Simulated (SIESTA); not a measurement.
The system is Ta.

```
Ta
1.0
    -1.65128    1.65128    1.65128
     1.65128   -1.65128    1.65128
     1.65128    1.65128   -1.65128
Ta
1
Cartesian
  0.0000 0.0000 0.0000
```

Base run:

- Program: SIESTA 5.4.2
- Functional: PBE
- Potentials or basis: PseudoDojo 0.4 standard (PBE files)
- Basis: SZ (energy shift 0.01 Ry)
- Grid cutoff: 800 Ry
- Energy shift: 0.01 Ry
- k mesh: 11 × 11 × 11
- Occupations: fermi-dirac, width 0.05 eV
- Spin: no spin polarisation

Its results: band gap on the k mesh none (metal or under the smearing width); pressure -28.2 GPa.

The run is repeated on the same cell with these changes: basis from SZ (energy shift 0.01 Ry) to DZ (energy shift 0.003 Ry; two zetas on semicore shells); energy shift from 0.01 Ry to 0.003 Ry. What comes out?

Band gap on the k mesh none (metal or under the smearing width); pressure 1.7 GPa.

Caveats: the basis has no polarisation orbitals; short orbitals over semicore shells can move pressures by several GPa; spin-orbit coupling is left out, which moves the levels of the heavy elements; the basis of atomic orbitals isn't converged, which shifts pressures, moduli and gaps; a pressure of tens of GPa on the cell as given is suspect, and the run, the potentials or the cell itself is likely at fault (some runs).
